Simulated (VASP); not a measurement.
# HW8C8 (a cell with a defect) in VASP: further runs, part 2 of 2

VASP 6.6.1. The steps go on from the part before.

## Step 3: Single point, PBEsol

Input file INCAR:

```
SYSTEM = HW8C8
  PREC = Accurate
  ENCUT = 520
  EDIFF = 1E-7
  ISMEAR = 0
  SIGMA = 0.1
  LREAL = Auto
  LASPH = .True.
  NELM = 100
  ALGO = Fast
  ISIF = 2
  LWAVE = .False.
  LCHARG = .True.
  GGA = PS
  LELF = .True.
  LVHAR = .True.
  NBANDS = 86
```

Input file KPOINTS:

```
Automatic mesh
0
Gamma
  4 5 5
  0.5 0 0
```

Input file POSCAR:

```
HW8C8
1.0
    0.0000000000      0.0000000000     -5.6555137123
   -2.8984787826     -5.0203125160      0.0000000000
   -2.8984787825      5.0203125161      0.0000000000
W C H
8 8 1
Direct
    0.4995853858      0.5000007614      0.4999989686
    1.0019825410      0.5000007614      0.4999989686
    0.4987695448      0.4964127803     -0.0017950488
    1.0010346165      0.4986486237     -0.0006770641
    0.4987695448      1.0017946063      0.5035867772
    1.0010347933      1.0006767941      0.5013511063
    0.4987697216      1.0017946222     -0.0017948922
    1.0010346165      1.0006767635     -0.0006770335
    0.2487850037      0.1666672566      0.8333321284
    0.7496443675      0.1666676016      0.8333324734
    0.2497682919      0.1673283311      0.3336623985
    0.7512330826      0.1706027495      0.3352998670
    0.2497681151      0.6663363694      0.8326706359
    0.7512332595      0.6647001085      0.8293974251
    0.2497681151      0.6663363760      0.3336626640
    0.7512330826      0.6647000432      0.3353000318
    0.6830320279      0.8333336223      0.1666657627
```

Potentials or basis: VASP PAW PBE potentials, release 64 (W_sv, C, H).

Command:

```sh
$ cat potpaw_PBE.64/W_sv/POTCAR potpaw_PBE.64/C/POTCAR potpaw_PBE.64/H/POTCAR > POTCAR
$ mpirun -np 1 vasp_std > vasp.out
```

OUTCAR:

```text
SYSTEM = HW8C8
   PREC = Accurate
   ENCUT = 520
   EDIFF = 1E-7
   ISMEAR = 0
   LREAL = Auto
   LASPH = .True.
   NELM = 100
   ISIF = 2
   GGA = PS

 ion  position               nearest neighbor table
   1  0.500  0.500  0.500-  12 2.18  16 2.18  14 2.18  13 2.19  15 2.19  11 2.19   2 2.81   2 2.84
                             5 2.90   3 2.90   7 2.90   7 2.90   3 2.90   5 2.90
   2  0.002  0.500  0.500-  12 2.18  16 2.18  14 2.18  13 2.18  15 2.18  11 2.18   1 2.81   1 2.84
                             6 2.90   4 2.90   8 2.90   8 2.90   6 2.90   4 2.90
   3  0.499  0.496  0.998-  17 1.99   9 2.18  10 2.18  15 2.20  13 2.20  14 2.21  16 2.21   4 2.81
                             4 2.84   5 2.87   7 2.87   1 2.90   1 2.90   7 2.93   5 2.93
   4  0.001  0.499  0.999-   9 2.18  15 2.19  13 2.19  10 2.19  14 2.20  16 2.20   3 2.81   3 2.84
                             6 2.89   8 2.89   2 2.90   2 2.90   8 2.91   6 2.91
   5  0.499  0.002  0.504-  17 1.99   9 2.18  10 2.18  11 2.20  15 2.20  16 2.21  12 2.21   6 2.81
                             6 2.84   3 2.87   7 2.87   1 2.90   1 2.90   7 2.93   3 2.93
   6  0.001  0.001  0.501-   9 2.18  11 2.19  15 2.19  10 2.19  16 2.20  12 2.20   5 2.81   5 2.84
                             4 2.89   8 2.89   2 2.90   2 2.90   8 2.91   4 2.91
   7  0.499  0.002  0.998-  17 1.99   9 2.18  10 2.18  11 2.20  13 2.20  14 2.21  12 2.21   8 2.81
                             8 2.84   3 2.87   5 2.87   1 2.90   1 2.90   5 2.93   3 2.93
   8  0.001  0.001  0.999-   9 2.18  11 2.19  13 2.19  10 2.19  14 2.20  12 2.20   7 2.81   7 2.84
                             4 2.89   6 2.89   2 2.90   2 2.90   4 2.91   6 2.91
   9  0.249  0.167  0.833-   5 2.18   3 2.18   7 2.18   6 2.18   8 2.18   4 2.18
  10  0.750  0.167  0.833-   3 2.18   7 2.18   5 2.18   4 2.19   8 2.19   6 2.19
  11  0.250  0.167  0.334-   2 2.18   1 2.19   8 2.19   6 2.19   7 2.20   5 2.20
  12  0.751  0.171  0.335-   2 2.18   1 2.18   8 2.20   6 2.20   7 2.21   5 2.21
  13  0.250  0.666  0.833-   2 2.18   1 2.19   4 2.19   8 2.19   3 2.20   7 2.20
  14  0.751  0.665  0.829-   2 2.18   1 2.18   8 2.20   4 2.20   7 2.21   3 2.21
  15  0.250  0.666  0.334-   2 2.18   1 2.19   4 2.19   6 2.19   3 2.20   5 2.20
  16  0.751  0.665  0.335-   2 2.18   1 2.18   6 2.20   4 2.20   5 2.21   3 2.21
  17  0.683  0.833  0.167-   3 1.99   5 1.99   7 1.99

  LATTYP: Found a hexagonal cell.
 ALAT       =     5.7969575651
 C/A-ratio  =     0.9756003298

  Lattice vectors:

 A1 = (  -2.8984787826,  -5.0203125160,   0.0000000000)
[... 187 lines left out ...]
 NGX is ok and might be reduce to    42
   NGX = 21   NGY = 21   NGZ = 21

 number of electron     144.9999992 magnetization

 Free energy of the ion-electron system (eV)
  ---------------------------------------------------
  ext. energy  EPLUGINS =         0.00000000
  ---------------------------------------------------
  free energy    TOTEN  =      -193.36356396 eV

  energy without entropy =     -193.35763114  energy(sigma->0) =     -193.36059755

 E-fermi :  11.6608     XC(G=0): -14.0322

 val. band max:       11.5839165613   @ k =   0.1250   0.2000   0.2000
 cond. band min:      11.8129751575   @ k =   0.3750   0.4000   0.0000
 fundamental gap:      0.2290585962
 Fermi energy:        11.6608135727

 k-point     1 :       0.1250    0.0000    0.0000
  band No.  band energies     occupation
      1     -62.7359      2.00000
      2     -62.6844      2.00000
      3     -62.6843      2.00000
      4     -62.5966      2.00000
      5     -62.5841      2.00000
      6     -62.5293      2.00000
[... 1207 lines left out ...]
     83      15.1550      0.00000
     84      15.2331      0.00000
 [bands above 84 left out]

------------------------ aborting loop because EDIFF is reached ----------------------------------------

  FORCE on cell =-STRESS in cart. coord.  units (eV):
  Direction    XX          YY          ZZ          XY          YZ          ZX
  --------------------------------------------------------------------------------------
  -------------------------------------------------------------------------------------
  Total        4.5870241      4.5870241      5.1556556     -0.0000000      0.0000000     -0.0000000
  in kB       44.6517687     44.6517687     50.1870359     -0.0000000      0.0000000     -0.0000000
  external PRESSURE =      46.4968578 kB  Pullay stress =       0.0000000 kB

 VOLUME and BASIS-vectors are now :
 -----------------------------------------------------------------------------
  energy-cutoff  :      520.00
  volume of cell :      164.59
      direct lattice vectors                 reciprocal lattice vectors
     0.000000000  0.000000000 -5.655513712     0.000000000  0.000000000 -0.176818597
    -2.898478783 -5.020312516  0.000000000    -0.172504282 -0.099595393  0.000000000
    -2.898478782  5.020312516  0.000000000    -0.172504282  0.099595393  0.000000000

 POSITION                                       TOTAL-FORCE (eV/Angst)
 -----------------------------------------------------------------------------------
     -2.89848     -0.00001     -2.82541         0.000000     -0.000000     -0.126358
     -2.89848     -0.00001     -0.01121         0.000000      0.000000     -0.047262
     -4.33212      2.51915     -2.82080         0.017363      0.010025     -0.084382
     -4.34184      2.51354     -0.00585        -0.003216     -0.001857     -0.058219
     -1.46484      2.51915     -2.82080        -0.017363      0.010025     -0.084382
     -1.45512      2.51354     -0.00585         0.003216     -0.001857     -0.058219
[... 9 lines left out ...]
     -2.89848     -1.65369     -4.24861         0.000000      0.000051     -0.077564
     -2.89848     -3.34688     -3.86290         0.000000      0.000000      1.041611
 -----------------------------------------------------------------------------------
    total drift:                               -0.009047      0.036495     -0.007821

  FREE ENERGIE OF THE ION-ELECTRON SYSTEM (eV)
  ---------------------------------------------------
  free  energy   TOTEN  =      -193.3635639643 eV

  energy  without entropy=     -193.3576311407  energy(sigma->0) =     -193.36059755
```

OSZICAR:

```text
N       E                     dE             d eps       ncg     rms          rms(c)
DAV:   1     0.192719439913E+04    0.19272E+04   -0.78358E+04  2416   0.194E+03
DAV:   2    -0.146395613666E+02   -0.19418E+04   -0.18828E+04  2408   0.622E+02
DAV:   3    -0.206950772245E+03   -0.19231E+03   -0.18279E+03  2852   0.169E+02
DAV:   4    -0.215419043169E+03   -0.84683E+01   -0.83249E+01  2816   0.322E+01
DAV:   5    -0.215679006742E+03   -0.25996E+00   -0.25896E+00  2920   0.530E+00    0.967E+01
RMM:   6    -0.192486399826E+03    0.23193E+02   -0.10793E+02  3133   0.276E+01    0.330E+01
RMM:   7    -0.193887551122E+03   -0.14012E+01   -0.21884E+01  3414   0.109E+01    0.956E+00
RMM:   8    -0.193634474382E+03    0.25308E+00   -0.59733E+00  3133   0.652E+00    0.504E+00
RMM:   9    -0.193387723919E+03    0.24675E+00   -0.65732E-01  3020   0.298E+00    0.160E+00
RMM:  10    -0.193359768410E+03    0.27956E-01   -0.53871E-01  3019   0.181E+00    0.493E-01
RMM:  11    -0.193362009251E+03   -0.22408E-02   -0.50703E-02  3184   0.793E-01    0.219E-01
RMM:  12    -0.193363503604E+03   -0.14944E-02   -0.16010E-02  3340   0.352E-01    0.513E-02
RMM:  13    -0.193363602643E+03   -0.99038E-04   -0.13176E-03  3460   0.122E-01    0.651E-02
RMM:  14    -0.193363558987E+03    0.43656E-04   -0.36136E-04  3244   0.616E-02    0.117E-02
RMM:  15    -0.193363567190E+03   -0.82028E-05   -0.96573E-05  3441   0.301E-02    0.120E-02
RMM:  16    -0.193363564095E+03    0.30948E-05   -0.11995E-05  3339   0.133E-02    0.565E-03
RMM:  17    -0.193363564052E+03    0.43157E-07   -0.86370E-06  2977   0.791E-03    0.124E-03
RMM:  18    -0.193363563964E+03    0.87424E-07   -0.89443E-07  2620   0.339E-03
   1 F= -.19336356E+03 E0= -.19336060E+03  d E =-.593282E-02
```

stdout:

```text
POSCAR found type information on POSCAR W C H
 POSCAR found :  3 types and      17 ions
 scaLAPACK will be used
 -----------------------------------------------------------------------------
|                                                                             |
|                                                                             |
|     You enforced a specific xc type in the INCAR file but a different       |
|     I HOPE YOU KNOW WHAT YOU ARE DOING!                                     |
|                                                                             |
 -----------------------------------------------------------------------------

 LDA part: xc-table for (Slater+PW92), standard interpolation
 POSCAR, INCAR and KPOINTS ok, starting setup
 FFT: planning ... GRIDC
 FFT: planning ... GRID_SOFT
 FFT: planning ... GRID
 WAVECAR not read
 entering main loop
```

Wall time 11 min (1 thread of Intel Xeon Platinum 8488C (Sapphire Rapids), shared host); peak memory 0.37 GiB.

Results:

```
Free energy            : -193.3636 eV
Pressure               : 4.6 GPa
Largest force          : 1.042 eV/Å
Band gap on the k mesh : none (metal or under the smearing width)
```

Forces in eV/Å, atoms in the order of the input:
```
W    0.000  0.000 -0.126
W    0.000  0.000 -0.047
W    0.017  0.010 -0.084
W   -0.003 -0.002 -0.058
W   -0.017  0.010 -0.084
W    0.003 -0.002 -0.058
W    0.000 -0.020 -0.084
W    0.000  0.004 -0.058
C    0.000  0.000 -0.012
C    0.000  0.000 -0.040
C    0.037  0.021 -0.052
C    0.000  0.000 -0.078
C   -0.037  0.021 -0.052
C    0.000  0.000 -0.078
C    0.000 -0.042 -0.052
C    0.000  0.000 -0.078
H    0.000  0.000  1.042
```

Caveat: the PAW data sets were made with another functional, which shifts forces and pressure a little.

## Step 4: Single point, PBEsol

Input file INCAR:

```
SYSTEM = HW8C8
PREC = Accurate ; ENCUT = 520
EDIFF = 1E-6 ; ISMEAR = 0
SIGMA = 0.1 ; LREAL = Auto
LASPH = .TRUE. ; NELM = 100
ALGO = Fast ; ISIF = 2
LWAVE = .FALSE. ; LCHARG = .TRUE.
GGA = PS ; LELF = .TRUE.
LVHAR = .TRUE. ; NBANDS = 86
```

KPOINTS is that of step 3.

Input file POSCAR:

```
HW8C8
1.0
    0.0000000000      0.0000000000     -5.6555137123
   -2.8984787826     -5.0203125160      0.0000000000
   -2.8984787825      5.0203125161      0.0000000000
W C H
8 8 1
Direct
    0.4979179865      0.5000007614      0.4999989686
    0.9993509498      0.5000007614      0.4999989686
    0.4998886297      0.4998998761     -0.0000514699
    1.0009598222      0.4937748080     -0.0031139798
    0.4998886297      1.0000511003      0.5000999534
    1.0009598222      1.0031137098      0.5062249220
    0.4998886297      1.0000512048     -0.0000514748
    1.0009596454      1.0031136636     -0.0031139336
    0.2523066997      0.1666672566      0.8333321284
    0.7498860786      0.1666676016      0.8333324734
    0.2500245021      0.1677284824      0.3338625621
    0.7477398544      0.1714680318      0.3357325069
    0.2500245021      0.6661364779      0.8322705576
    0.7477398544      0.6642672960      0.8285319703
    0.2500246789      0.6661362888      0.3338627511
    0.7477398544      0.6642673012      0.3357327738
    0.8838075999      0.8333338215      0.1666655635
```

Command:

```sh
$ cat potpaw_PBE.64/W_sv/POTCAR potpaw_PBE.64/C/POTCAR potpaw_PBE.64/H/POTCAR > POTCAR
$ mpirun -np 1 vasp_std > vasp.out
```

It took 8 min on 1 thread of AMD EPYC 7R13 (Zen 3), shared host; peak memory 0.34 GiB.

Results (log left out):

| Item | Value |
| --- | --- |
| Free energy | -193.7060 eV |
| Pressure | 5.6 GPa |
| Largest force | 0.576 eV/Å |
| Band gap on the k mesh | none (metal or under the smearing width) |

Forces on the atoms (eV/Å):
```
W    0.000  0.000  0.000
W    0.000  0.000  0.067
W    0.003  0.001  0.021
W    0.034  0.020  0.032
W   -0.003  0.001  0.021
W   -0.034  0.020  0.032
W    0.000 -0.003  0.021
W    0.000 -0.039  0.032
C    0.000  0.000  0.009
C    0.000  0.000  0.028
C    0.021  0.012  0.046
C   -0.009 -0.005  0.058
C   -0.021  0.012  0.046
C    0.009 -0.005  0.058
C    0.000 -0.024  0.046
C    0.000  0.010  0.058
H    0.000  0.000 -0.576
```

Stress tensor (GPa, compression positive):
```
6.24 0.00 0.00
0.00 6.24 0.00
0.00 0.00 4.22
```

Levels at points of the mesh, in eV from the Fermi level:
```
           k point  band 69  band 70  band 71  band 72  band 73  band 74  band 75  band 76  band 77  band 78
(0.12, 0.00, 0.00)    -1.04    -1.04    -0.37    -0.17    -0.17     2.18     2.18     2.27     2.47     2.47
```

Caveat: the PAW data sets were made with another functional, which shifts forces and pressure a little. Spin-orbit coupling is left out, which matters for the levels of W.

## Step 5: Single point, PBEsol

Input file INCAR:

```
ALGO = Fast ; EDIFF = 1E-7
ENCUT = 520 ; GGA = PS
ISIF = 2 ; ISMEAR = 0
LASPH = T ; LCHARG = F
LREAL = Auto ; LWAVE = F
NBANDS = 86 ; NELM = 100
PREC = Accurate ; SIGMA = 0.1
```

KPOINTS is that of step 4.

Input file POSCAR:

```
HW8C8
1.0
    0.0000000000      0.0000000000     -5.6555137123
   -2.8984787826     -5.0203125160      0.0000000000
   -2.8984787825      5.0203125161      0.0000000000
W C H
8 8 1
Direct
    0.4985874217      0.5000007614      0.4999989686
    1.0014126546      0.5000007614      0.4999989686
    0.4983734712      0.4976851816     -0.0011588628
    1.0016264283      0.4976851816     -0.0011588628
    0.4983734712      1.0011585929      0.5023145484
    1.0016266051      1.0011585929      0.5023145484
    0.4983736480      1.0011585064     -0.0011587764
    1.0016264283      1.0011585064     -0.0011587764
    0.2499999243      0.1666672566      0.8333321284
    0.7499999497      0.1666675287      0.8333322013
    0.2499999243      0.1672866504      0.3336416327
    0.7499999497      0.1696562558      0.3348266505
    0.2499999243      0.6663574073      0.8327123896
    0.7499999497      0.6651731524      0.8303437463
    0.2499999243      0.6663572910      0.3336417490
    0.7499999497      0.6651732209      0.3348268541
    0.7499999497      0.8333335227      0.1666658622
```

Command:

```sh
$ cat potpaw_PBE.64/W_sv/POTCAR potpaw_PBE.64/C/POTCAR potpaw_PBE.64/H/POTCAR > POTCAR
$ mpirun -np 1 vasp_std > vasp.out
```

It took 7.2 min on 1 thread of Intel Xeon Platinum 8259CL at 2.50GHz (Skylake/Cascade Lake), shared host; peak memory 0.34 GiB.

The run converged. Its results:

| Property | Result |
| --- | --- |
| Free energy | -193.1214 eV |
| Pressure | 4.2 GPa |
| Largest force | 0.041 eV/Å |
| Band gap on the k mesh | none (metal or under the smearing width) |

Forces in eV/Å, atoms in the order of the input:
```
W    0.000  0.000 -0.021
W    0.000  0.000  0.021
W   -0.002 -0.001 -0.014
W   -0.002 -0.001  0.014
W    0.002 -0.001 -0.014
W    0.002 -0.001  0.014
W    0.000  0.003 -0.014
W    0.000  0.003  0.014
C    0.000  0.000  0.000
C    0.000  0.000  0.000
C    0.032  0.019  0.000
C    0.035  0.020  0.000
C   -0.032  0.019  0.000
C   -0.035  0.020  0.000
C    0.000 -0.037  0.000
C    0.000 -0.041  0.000
H    0.000  0.000  0.000
```

Stress tensor (GPa, compression positive):
```
3.65 0.00 0.00
0.00 3.65 0.00
0.00 0.00 5.35
```

Levels at points of the mesh, in eV from the Fermi level:
```
           k point  band 70  band 71  band 72  band 73  band 74  band 75  band 76  band 77
(0.12, 0.00, 0.00)    -0.67    -0.39    -0.22    -0.22     2.15     2.15     2.21     2.41
```

Caveat: the PAW data sets were made with another functional, which shifts forces and pressure a little. Spin-orbit coupling is left out, which matters for the levels of W.
